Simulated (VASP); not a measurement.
Write the native input for VASP 6.6.1 that does the following.

```
Task                   : band structure
Functional             : LDA
Potentials or basis    : VASP PAW LDA potentials, release 64 (N, B)
Cutoff                 : 520 eV
k mesh                 : 12 × 12 × 12
Occupations            : gaussian, width 0.02 eV
Spin                   : no spin polarisation
Further INCAR settings : ALGO = Fast; EDIFF = 1e-07
```

The structure of BN lies in POSCAR:

```
BN
1.0
    0.0000000000      3.4953158300      2.1660912400
    1.2516321000      0.0000000000      2.1660912400
    1.2516321000      3.4953158300      0.0000000000
N B
1 1
Direct
    0.6666513400      0.6666513400      0.3333486600
    0.0000486500      0.0000486500      0.9999513500
```

Measurements of this composition are mostly on another form, of space group No. 194.

These files were run (other wordings do the same):

INCAR

```
SYSTEM = BN
ALGO = Fast
EDIFF = 1E-7
ENCUT = 520
ISIF = 2
ISMEAR = 0
LASPH = .True.
LCHARG = .False.
LREAL = .False.
LWAVE = .False.
NELM = 100
PREC = Accurate
SIGMA = 0.02
```

KPOINTS

```
k-points
0
Gamma
  12 12 12
  0 0 0
```

KPOINTS_OPT

```
path GYTZGXA1Y,TX1,XAZ,LG
20
line-mode
reciprocal
 0.0000000000  0.0000000000  0.0000000000  G
-0.5000000000 -0.5000000000  0.0000000000  Y

-0.5000000000 -0.5000000000  0.0000000000  Y
-1.0000000000 -0.5000000000 -0.5000000000  T

-1.0000000000 -0.5000000000 -0.5000000000  T
-0.5000000000  0.0000000000 -0.5000000000  Z

-0.5000000000  0.0000000000 -0.5000000000  Z
 0.0000000000  0.0000000000  0.0000000000  G

 0.0000000000  0.0000000000  0.0000000000  G
 0.0000000000 -0.3655286517 -0.3655286517  X

 0.0000000000 -0.3655286517 -0.3655286517  X
-0.5000000000 -0.6985850042 -0.1985850042  A1

-0.5000000000 -0.6985850042 -0.1985850042  A1
-0.5000000000 -0.5000000000  0.0000000000  Y

-1.0000000000 -0.5000000000 -0.5000000000  T
-1.0000000000 -0.6344713483 -0.6344713483  X1

 0.0000000000 -0.3655286517 -0.3655286517  X
-0.5000000000 -0.3014149958 -0.8014149958  A

-0.5000000000 -0.3014149958 -0.8014149958  A
-0.5000000000  0.0000000000 -0.5000000000  Z

-0.5000000000 -0.5000000000 -0.5000000000  L
 0.0000000000  0.0000000000  0.0000000000  G
```

Potentials or basis: VASP PAW LDA potentials, release 64 (N, B).

Command:

```console
$ cat potpaw_LDA.64/N/POTCAR potpaw_LDA.64/B/POTCAR > POTCAR
$ mpirun -np 1 vasp_std > vasp.out
```

It gave:

| Property | Result |
| --- | --- |
| Pressure | -3.8 GPa |
| Largest force | 0.011 eV/Å |
| Band gap on the k mesh | 3.64 eV, indirect (least direct gap 4.41 eV) |
| Band gap along the path | 3.57 eV, indirect (least direct gap 4.41 eV) |

Run time: 2.7 min on 1 thread of AMD EPYC 7571 (shared host), peak memory 0.16 GiB.
